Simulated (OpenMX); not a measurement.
The system is Ti.

```
CELL_PARAMETERS angstrom
0.02177 1.99869 2.03132
2.00646 0.00299 2.05009
2.03951 2.05051 -0.03005
ATOMIC_POSITIONS crystal
Ti 0.98433 0.00381 0.00663
```

The cell isn't the ideal one: cell strained at random at fixed volume.

Base run:

```yaml
Program: OpenMX 3.8.5
Functional: PBE
Potentials_or_basis: OpenMX 2013 PBE set, Ti7.0-s3p2d1, grid cutoff 500 Ry
k_mesh: 11 × 11 × 11
Occupations: fermi-dirac, width 0.05 eV
Spin: no spin polarisation
```

Its results: band gap on the k mesh none (metal or under the smearing width); pressure 0.8 GPa.

Question: The run is repeated on the same cell with these changes: potentials or basis from OpenMX 2013 PBE set, Ti7.0-s3p2d1, grid cutoff 500 Ry to OpenMX 2013 PBE set, Ti7.0-s2p2d1, grid cutoff 350 Ry. What comes out?

Answer: Band gap on the k mesh none (metal or under the smearing width); pressure 1.8 GPa.

Caveats: the transition metal has a single d function, too few for pressures, volumes and moments; the basis of atomic orbitals isn't converged, which shifts pressures, moduli and gaps.
